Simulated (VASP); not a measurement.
A calculation with VASP 6.6.1 of ZrN (native input, structure from a POSCAR):

The input INCAR:

```
SYSTEM = ZrN
PREC = Accurate
ENCUT = 550
EDIFF = 1E-7
ISMEAR = 0
SIGMA = 0.02
LREAL = .FALSE.
LASPH = .TRUE.
NELM = 80
ALGO = Normal
ISIF = 2
LWAVE = .FALSE.
LCHARG = .FALSE.
GGA = CA
```

File KPOINTS:

```
Automatic mesh
0
G
  10 10 10
  0 0 0
```

Contents of POSCAR:

```
ZrN
1.0
    0.0000000000      2.3000000000      2.3000000000
    2.3000000000      0.0000000000      2.3000000000
    2.3000000000      2.3000000000      0.0000000000
Zr N
1 1
Cartesian
    2.3000000000      2.3000000000      2.3000000000
    0.0000000000      0.0000000000      0.0000000000
```

Potentials or basis: VASP PAW LDA potentials, release 64 (Zr_sv_GW, N_GW).

Run with:

```bash
$ cat potpaw_LDA.64/Zr_sv_GW/POTCAR potpaw_LDA.64/N_GW/POTCAR > POTCAR
$ mpirun -np 1 vasp_std > vasp.out
```

**Question.** Write the same calculation in another form: ASE script, structure typed inline.

**Answer.** As run:

File run.py:

```python
from ase import Atoms
from ase.calculators.vasp import Vasp
from ase.dft.bandgap import bandgap

atoms = Atoms(
    ['Zr', 'N'],
    cell=[[0.0, 2.3, 2.3], [2.3, 0.0, 2.3], [2.3, 2.3, 0.0]],
    scaled_positions=[[0.5, 0.5, 0.5], [0.0, 0.0, 0.0]],
    pbc=True,
)
calc = Vasp(
    directory='calc',
    xc='lda',
    pp='LDA',
    setups='gw',
    prec='Accurate',
    encut=550,
    ediff=1e-06,
    ismear=0,
    sigma=0.02,
    lreal=False,
    lasph=True,
    nelm=80,
    algo='Normal',
    isif=2,
    lwave=False,
    lcharg=True,
    lelf=True,
    lvhar=True,
    kpts=[10, 10, 10],
    gamma=True,
)
atoms.calc = calc

print('energy (eV):', atoms.get_potential_energy())
print('free energy (eV):', atoms.get_potential_energy(force_consistent=True))
print('forces (eV/A):')
print(atoms.get_forces())
print('stress (eV/A^3, Voigt):', atoms.get_stress())
print('Fermi level (eV):', calc.get_fermi_level())
gap, top, bottom = bandgap(calc)
print('band gap (eV):', gap, 'from (spin, k, band)', top, 'to', bottom)
```

Potentials or basis: VASP PAW LDA potentials, release 64 (Zr_sv_GW, N_GW).

Command:

```console
$ python run.py
```

Both were run:

|  | native input, structure from a POSCAR | ASE script, structure typed inline |
| --- | --- | --- |
| Pressure | -12.9 GPa | -12.9 GPa |
| Band gap on the k mesh | none (metal or under the smearing width) | none (metal or under the smearing width) |

Keys that steer only the numerical path or the files written may differ.
